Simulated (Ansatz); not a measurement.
**Ge: energy along a strain**

Ge, Cmmm, a = 2.765 Å, b = 5.039 Å, c = 2.643 Å. This isn't the element's structure at ambient conditions. Ansatz: PBEsol, PAW, 420 eV, Γ-centred 24×24×22 mesh on 1 atom, Gaussian smearing 0.15 eV; no spin polarisation. Cell vectors (Å): 1.383 -2.520 0.000; 1.383 2.520 0.000; 0.000 0.000 2.643. The cell is strained by x per cent times the pattern (0 0 1 0 0 0) in the order xx yy zz yz xz xy (engineering shears), with fractional coordinates held. y is the free energy over the start, V0 = 18.412 Å³/atom.

| x (%) | y (meV/atom) |
| --- | --- |
| -4.00 | ? |
| -3.00 | 10.90 |
| -2.00 | 4.42 |
| 0.00 | 0.00 |
| 1.00 | 1.53 |
| 3.00 | 10.24 |
| 4.00 | 16.95 |

**Question.** Fit y = c1 x + c2 x² + c3 x³ to the other rows, get the stiffness along the pattern, and predict the missing energy.

**Answer.** Least squares on the rows shown. y = 0.35660 x + 1.1760 x² − 0.051556 x³. The clamped-ion stiffness p·C·p = 2 × 11.76 eV × 160.2 / 18.412 Å³ = 205 GPa, which is C33 in these axes; c1 is there for the stress left in the start, which by itself gives a slope of 0.41 meV/atom per %. At x = -4.00 the fit asked for gives 20.69 meV/atom. The run gave 20.50 meV/atom, so the fit is 0.19 meV/atom too high, 0.93 % of the span of the series, against an rms of 0.03 meV/atom on the fitted rows. The row lies outside the fitted range. With a term in x⁴ added, a fit to the same known rows predicts 20.70 meV/atom, no real gain.

Cost: 7 runs of about 2.2 core-minutes in all, on Arm Neoverse V2 (shared hosts).